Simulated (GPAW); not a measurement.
Runs of GPAW 26.7.0 on MnO. The structure is cubic, space group Fm-3m (No. 225). Conventional cell: a = 4.448 Å, b = 4.448 Å, c = 4.448 Å, α = 90.00°, β = 90.00°, γ = 90.00°. Mn (site symmetry m-3m) is surrounded by 6 O at 2.22 Å. O (site symmetry m-3m) has 6 Mn at 2.22 Å as nearest neighbours. The cell is a database's computed one.

```csv
task,level,potentials or basis,U,cell,k mesh,cutoff (eV),smearing,maxiter,band path,band points,convergence,optimizer,gap on the mesh (eV),pressure (GPa),moment (μB),relaxed volume (Å³/atom)
band structure,LDA,"the program's PAW data sets (release 1.2.1) made for this functional, pw",-,as given,7 × 7 × 7,800,fermi-dirac 0.05 eV,150,"GXWKGLUWLK,UX",100,-,-,-,-15.4,4.57,-
single point,LDA,"the program's PAW data sets (release 1.2.1) made for this functional, pw",-,as given,8 × 8 × 8,600,fermi-dirac 0.05 eV,120,-,-,default,-,none,-18.8,4.61,-
relaxation of cell and atoms,PBEsol+D3,"PAW data sets generated in the run's folder for this functional, pw",-,relaxed,9 × 9 × 9,800,fermi-dirac 0.05 eV,150,-,-,density=1e-05 forces=0.0001,BFGS,none,0.1,(a),10.31
band structure,PBE,"GPAW PAW data sets (gpaw-data 1.2.1), pw",-,as given,7 × 7 × 7,800,fermi-dirac 0.05 eV,150,"GXWKGLUWLK,UX",80,-,-,-,-0.2,4.69,-
band structure,PBEsol+U,"PAW data sets generated in the run's folder for this functional, pw",Mn d U = 4 eV,as given,10 × 10 × 10,800,fermi-dirac 0.05 eV,150,"GXWKGLUWLK,UX",80,-,-,-,3.5,5.00,-
band structure,r2SCAN,"GPAW PAW data sets (gpaw-data 1.2.1), pw",-,as given,7 × 7 × 7,800,fermi-dirac 0.05 eV,150,"GXWKGLUWLK,UX",100,-,-,-,3.4,4.99,-
band structure,PBEsol+U,"PAW data sets generated in the run's folder for this functional, pw",Mn d U = 8 eV,as given,10 × 10 × 10,800,fermi-dirac 0.05 eV,150,"GXWKGLUWLK,UX",80,-,-,(b),(d),5.00,-
relaxation of cell and atoms,PBEsol+D4,"PAW data sets generated in the run's folder for this functional, pw",-,relaxed,9 × 9 × 9,800,fermi-dirac 0.05 eV,150,-,-,density=1e-05 forces=0.0001,BFGS,none,-0.1,4.59,10.44
single point,PBE,"GPAW PAW data sets (gpaw-data 1.2.1), pw",-,as given,10 × 10 × 10,800,fermi-dirac 0.05 eV,150,-,-,-,-,none,1.4,(c),-
band structure,vdW-DF,"GPAW PAW data sets (gpaw-data 1.2.1), pw",-,as given,7 × 7 × 7,800,fermi-dirac 0.05 eV,150,"GXWKGLUWLK,UX",60,-,-,-,-,4.72,-
single point,PBEsol,"PAW data sets generated in the run's folder for this functional, pw",-,the cell as VASP's run set it,10 × 10 × 10,800,gaussian 0.1 eV,150,-,-,-,-,none,-5.8,4.72,-
```

Alike in all rows: spin collinear, ferromagnetic start.

Task: Estimate the missing entries.

Result: (a) 4.56; (b) 0.94; (c) 4.77; (d) 6.1.

Caveats: a cell with one magnetic atom can't hold antiferromagnetic order, which such compounds often take; semilocal functionals often make such compounds metallic where correlation or magnetic order opens a gap, which also shifts bond lengths (some runs); so large a pressure means that the cell lies far from this level's equilibrium, or that cutoff or potentials fall short (some runs); each step starts from the last one's moments, so a moment once lost doesn't come back (some runs); later steps reuse the first step's grids (some runs); pairwise dispersion overbinds metals, which lowers pressure and volume (some runs); the PAW data sets were made with another functional, which shifts forces and pressure a little (some runs).

A k mesh can miss the band edges.

A gap of «none» marks a metal or a gap under the smearing width.

Not every run made on this cell is shown here.
